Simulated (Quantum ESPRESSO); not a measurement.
# Ge (P-1) in Quantum ESPRESSO: convergence with k mesh

Aim: find how far k mesh must go before the results for Ge settle, at PBE. This setting moves, with any that are tied to it; all else stays.

Program: Quantum ESPRESSO 7.5. These are calculated values, not measurements. Logs are shortened: lines on timing, memory, paths and dates and some standing lists are left out, and cuts for length are marked.

## 1. The cell of the first run

The typed cell holds 2 atoms: a = 3.900 Å, b = 3.900 Å, c = 3.900 Å, α = 97.38°, β = 97.38°, γ = 138.01°.

This isn't the form of Ge at room conditions, which is diamond.

The cell isn't the ideal one: atoms moved at random, drawn with an rms of 0.1 Å.

## 2. With k mesh 1 × 1 × 1

The input, pw.in:

```
&CONTROL
  calculation = 'scf'
  prefix = 'pwscf'
  outdir = './tmp'
  pseudo_dir = './pseudo'
  tprnfor = .true.
  tstress = .true.
  disk_io = 'nowf'
/
&SYSTEM
  ibrav = 0
  nat = 2
  ntyp = 1
  ecutwfc = 70
  nbnd = 21
  occupations = 'smearing'
  smearing = 'mp'
  degauss = 0.00367493
/
&ELECTRONS
  conv_thr = 4d-10
  electron_maxstep = 120
  mixing_beta = 0.5
/
ATOMIC_SPECIES
Ge    72.6300 32_Ge_14_2.2_2.3_pbe_n_v1.0.upf
CELL_PARAMETERS angstrom
  -2.5744897190    2.5744897190    1.3974126432
   2.5744897190   -2.5744897190    1.3974126432
   2.5744897190    2.5744897190   -1.3974126432
ATOMIC_POSITIONS crystal
Ge     0.5147880000    0.5105290000    0.0041050000
Ge     0.2603220000    0.7562090000    0.5249690000
K_POINTS automatic
1 1 1 0 0 0
```

Potentials or basis: SPMS 1.0 PBE.

Launch:

```console
$ OMP_NUM_THREADS=1 pw.x -in pw.in > pw.out
```

Run time: 1.1 s. Hardware: 1 thread of Arm Neoverse V2, shared host; peak memory 0.05 GiB.

Results:

```yaml
Free_energy: -4379.9219 eV
Pressure: 15.3 GPa
Largest_force: 1.082 eV/Å
Band_gap_on_the_k_mesh: 5.95 eV, direct
```

## 3. With k mesh 2 × 2 × 2

pw.in: that of step 2 with these lines changed.

```diff
@@ -34,2 +34,2 @@
 K_POINTS automatic
-1 1 1 0 0 0
+2 2 2 0 0 0
```

Potentials or basis: SPMS 1.0 PBE.

Launch:

```console
$ OMP_NUM_THREADS=1 pw.x -in pw.in > pw.out
```

Wall time 5.6 s (1 thread of Arm Neoverse V2, shared host); peak memory 0.05 GiB.

Results:

| Property | Result |
| --- | --- |
| Free energy | -4379.5236 eV |
| Pressure | 9.1 GPa |
| Largest force | 0.654 eV/Å |
| Band gap on the k mesh | none (metal or under the smearing width) |

## 4. With k mesh 3 × 3 × 3

pw.in: that of step 3 with these lines changed.

```diff
@@ -34,2 +34,2 @@
 K_POINTS automatic
-2 2 2 0 0 0
+3 3 3 0 0 0
```

Launch:

```console
$ OMP_NUM_THREADS=1 pw.x -in pw.in > pw.out
```

Wall time 8.8 s (1 thread of Arm Neoverse V2, shared host); peak memory 0.05 GiB.

What came out:

| Quantity | Value |
| --- | --- |
| Free energy | -4378.6730 eV |
| Pressure | 0.7 GPa |
| Largest force | 0.155 eV/Å |
| Band gap on the k mesh | none (metal or under the smearing width) |

## 5. With k mesh 4 × 4 × 4

pw.in: that of step 4 with these lines changed.

```diff
@@ -34,2 +34,2 @@
 K_POINTS automatic
-3 3 3 0 0 0
+4 4 4 0 0 0
```

Launch:

```console
$ OMP_NUM_THREADS=1 pw.x -in pw.in > pw.out
```

Wall time 22 s (1 thread of Arm Neoverse V2, shared host); peak memory 0.07 GiB.

What came out:

```
Free energy            : -4378.9358 eV
Pressure               : 3.2 GPa
Largest force          : 0.343 eV/Å
Band gap on the k mesh : none (metal or under the smearing width)
```

## 6. With k mesh 5 × 5 × 5

pw.in: that of step 5 with these lines changed.

```diff
@@ -34,2 +34,2 @@
 K_POINTS automatic
-4 4 4 0 0 0
+5 5 5 0 0 0
```

Potentials or basis: SPMS 1.0 PBE.

Launch:

```console
$ OMP_NUM_THREADS=1 pw.x -in pw.in > pw.out
```

Wall time 37 s (1 thread of Arm Neoverse V2, shared host); peak memory 0.09 GiB.

It converged, with:

| Item | Value |
| --- | --- |
| Free energy | -4379.0349 eV |
| Pressure | 4.0 GPa |
| Largest force | 0.229 eV/Å |
| Band gap on the k mesh | none (metal or under the smearing width) |

## 7. With k mesh 6 × 6 × 6

pw.in: that of step 6 with these lines changed.

```diff
@@ -34,2 +34,2 @@
 K_POINTS automatic
-5 5 5 0 0 0
+6 6 6 0 0 0
```

Launch:

```console
$ OMP_NUM_THREADS=1 pw.x -in pw.in > pw.out
```

Run time: 69 s. Hardware: 1 thread of Arm Neoverse V2, shared host; peak memory 0.13 GiB.

It converged, with:

- Free energy: -4379.0221 eV
- Pressure: 3.2 GPa
- Largest force: 0.283 eV/Å
- Band gap on the k mesh: none (metal or under the smearing width)

## 8. With k mesh 7 × 7 × 7

pw.in: that of step 7 with these lines changed.

```diff
@@ -34,2 +34,2 @@
 K_POINTS automatic
-6 6 6 0 0 0
+7 7 7 0 0 0
```

Launch:

```console
$ OMP_NUM_THREADS=1 pw.x -in pw.in > pw.out
```

It took 1.7 min on 1 thread of Arm Neoverse V2, shared host; peak memory 0.18 GiB.

Results (log left out):

| Item | Value |
| --- | --- |
| Free energy | -4379.0757 eV |
| Pressure | 2.9 GPa |
| Largest force | 0.240 eV/Å |
| Band gap on the k mesh | none (metal or under the smearing width) |

## 9. With k mesh 8 × 8 × 8

pw.in: that of step 8 with these lines changed.

```diff
@@ -34,2 +34,2 @@
 K_POINTS automatic
-7 7 7 0 0 0
+8 8 8 0 0 0
```

Potentials or basis: SPMS 1.0 PBE.

Launch:

```console
$ OMP_NUM_THREADS=1 pw.x -in pw.in > pw.out
```

pw.out:

```text
This program is part of the open-source Quantum ESPRESSO suite
     for quantum simulation of materials; please cite
         "P. Giannozzi et al., J. Phys.:Condens. Matter 21 395502 (2009);
         "P. Giannozzi et al., J. Phys.:Condens. Matter 29 465901 (2017);
         "P. Giannozzi et al., J. Chem. Phys. 152 154105 (2020);
     in publications or presentations arising from this work. More details at

     G-vector sticks info
     --------------------
     sticks:   dense  smooth     PW     G-vecs:    dense   smooth      PW
     Sum         807     807    285                19807    19807    4093

     Using Slab Decomposition

     bravais-lattice index     =            0
     lattice parameter (alat)  =       7.3696  a.u.
     unit-cell volume          =     250.0136 (a.u.)^3
     number of atoms/cell      =            2
     number of atomic types    =            1
     number of electrons       =        28.00
     number of Kohn-Sham states=           21
     kinetic-energy cutoff     =      70.0000  Ry
     charge density cutoff     =     280.0000  Ry
     scf convergence threshold =      4.0E-10
     mixing beta               =       0.5000
     number of iterations used =            8  plain     mixing
     Exchange-correlation= PBE
                           (   1   4   3   4   0   0   0)

     celldm(1)=   7.369631  celldm(2)=   0.000000  celldm(3)=   0.000000
     celldm(4)=   0.000000  celldm(5)=   0.000000  celldm(6)=   0.000000

     crystal axes: (cart. coord. in units of alat)
               a(1) = (  -0.660153   0.660153   0.358326 )
               a(2) = (   0.660153  -0.660153   0.358326 )
               a(3) = (   0.660153   0.660153  -0.358326 )

     reciprocal axes: (cart. coord. in units 2 pi/alat)
               b(1) = (  0.000000  0.757401  1.395379 )
               b(2) = (  0.757401  0.000000  1.395379 )
               b(3) = (  0.757401  0.757401  0.000000 )

     PseudoPot. # 1 for Ge read from file:
     32_Ge_14_2.2_2.3_pbe_n_v1.0.upf
     Pseudo is Norm-conserving + core correction, Zval = 14.0
     Generated using ONCVPSP code by D. R. Hamann
     Using radial grid of 1558 points,  6 beta functions with:
                l(1) =   0
                l(2) =   0
                l(3) =   1
                l(4) =   1
                l(5) =   2
                l(6) =   2

     atomic species   valence    mass     pseudopotential
     Ge               14.00    72.63000     Ge( 1.00)

     No symmetry found

   Cartesian axes

     site n.     atom                  positions (alat units)
         1        Ge     tau(   1) = (  -0.0001017   0.0055215   0.3659264  )
         2        Ge     tau(   2) = (   0.6739207   0.0191986   0.1761392  )

     number of k points=   260  Methfessel-Paxton smearing, width (Ry)=  0.0037

     Number of k-points >= 100: set verbosity='high' to print them.

     Dense  grid:    19807 G-vectors     FFT dimensions: (  40,  40,  40)

     Initial potential from superposition of free atoms

     starting charge      27.9984, renormalised to      28.0000
     Starting wfcs are   18 randomized atomic wfcs +    3 random wfcs

     Self-consistent Calculation

     iteration #  1     ecut=    70.00 Ry     beta= 0.50
     Davidson diagonalization with overlap
     ethr =  1.00E-02,  avg # of iterations =  3.9

     Threshold (ethr) on eigenvalues was too large:
     Diagonalizing with lowered threshold

     Davidson diagonalization with overlap
     ethr =  3.06E-05,  avg # of iterations =  5.7

     total energy              =    -321.85084437 Ry
     estimated scf accuracy    <       0.00871140 Ry

     iteration #  2     ecut=    70.00 Ry     beta= 0.50
     Davidson diagonalization with overlap
     ethr =  3.11E-05,  avg # of iterations =  1.0

     total energy              =    -321.85145261 Ry
     estimated scf accuracy    <       0.00135488 Ry

     iteration #  3     ecut=    70.00 Ry     beta= 0.50
     Davidson diagonalization with overlap
     ethr =  4.84E-06,  avg # of iterations =  2.3

     total energy              =    -321.85160610 Ry
     estimated scf accuracy    <       0.00013517 Ry

     iteration #  4     ecut=    70.00 Ry     beta= 0.50
     Davidson diagonalization with overlap
     ethr =  4.83E-07,  avg # of iterations =  2.0

     total energy              =    -321.85161865 Ry
     estimated scf accuracy    <       0.00002175 Ry

     iteration #  5     ecut=    70.00 Ry     beta= 0.50
     Davidson diagonalization with overlap
     ethr =  7.77E-08,  avg # of iterations =  1.8

     total energy              =    -321.85162062 Ry
     estimated scf accuracy    <       0.00000039 Ry

     iteration #  6     ecut=    70.00 Ry     beta= 0.50
     Davidson diagonalization with overlap
     ethr =  1.40E-09,  avg # of iterations =  2.0

     total energy              =    -321.85162073 Ry
     estimated scf accuracy    <       0.00000002 Ry

     iteration #  7     ecut=    70.00 Ry     beta= 0.50
     Davidson diagonalization with overlap
     ethr =  5.60E-11,  avg # of iterations =  2.2

     total energy              =    -321.85162073 Ry
     estimated scf accuracy    <          9.5E-10 Ry

     iteration #  8     ecut=    70.00 Ry     beta= 0.50
     Davidson diagonalization with overlap
     ethr =  3.39E-12,  avg # of iterations =  2.1

     End of self-consistent calculation

     Number of k-points >= 100: set verbosity='high' to print the bands.

     the Fermi energy is    13.5993 ev

!    total energy              =    -321.85162073 Ry
     estimated scf accuracy    <          6.4E-11 Ry
     smearing contrib. (-TS)   =      -0.00000429 Ry
     internal energy E=F+TS    =    -321.85161644 Ry

     The total energy is F=E-TS. E is the sum of the following terms:
     one-electron contribution =     -93.46392294 Ry
     hartree contribution      =      66.94417162 Ry
     xc contribution           =     -71.35032214 Ry
     ewald contribution        =    -223.98154298 Ry

     convergence has been achieved in   8 iterations

     Forces acting on atoms (cartesian axes, Ry/au):

     atom    1 type  1   force =     0.00772533    0.00907665   -0.00110267
     atom    2 type  1   force =    -0.00772533   -0.00907665    0.00110267

     Total force =     0.016928     Total SCF correction =     0.000040

     Computing stress (Cartesian axis) and pressure

          total   stress  (Ry/bohr**3)                   (kbar)     P=       32.16
   0.00007324  -0.00001140   0.00002344           10.77       -1.68        3.45
  -0.00001140   0.00014110  -0.00003328           -1.68       20.76       -4.90
   0.00002344  -0.00003328   0.00044155            3.45       -4.90       64.95

=------------------------------------------------------------------------------=
   JOB DONE.
=------------------------------------------------------------------------------=
```

Wall time 2.6 min (1 thread of Arm Neoverse V2, shared host); peak memory 0.25 GiB.

What came out:

| Property | Result |
| --- | --- |
| Free energy | -4379.0144 eV |
| Pressure | 3.2 GPa |
| Largest force | 0.308 eV/Å |
| Band gap on the k mesh | none (metal or under the smearing width) |

## 10. The series at a glance

```csv
k mesh,"energy less the tightest run, at zero smearing (meV/atom)",pressure (GPa),largest force (eV/Å),gap on the mesh (eV),SCF cycles,CPU time (s),peak memory (GiB)
1 × 1 × 1,-453.78,15.28,1.082,5.954,9,1.1,0.05
2 × 2 × 2,-254.63,9.10,0.654,0.000,8,5.6,0.05
3 × 3 × 3,170.53,0.71,0.155,0.000,8,8.8,0.05
4 × 4 × 4,39.44,3.20,0.343,0.000,8,22,0.07
5 × 5 × 5,-10.27,4.03,0.229,0.000,8,37,0.09
6 × 6 × 6,-3.86,3.16,0.283,0.000,8,69,0.13
7 × 7 × 7,-30.68,2.94,0.240,0.000,8,100,0.18
8 × 8 × 8,0.00,3.22,0.308,0.000,8,160,0.25
```

Against the tightest run, the gap on the mesh stays within 0.01 eV from 2 × 2 × 2 on. Not settled before the last step: the energy (to 1 meV/atom), the pressure (to 0.1 GPa), the largest force (to 0.005 eV/Å). Meshes of other sizes hit other points, so gaps and Fermi surfaces needn't settle smoothly. The tightest run that finished is the yardstick and may itself not be fully converged.
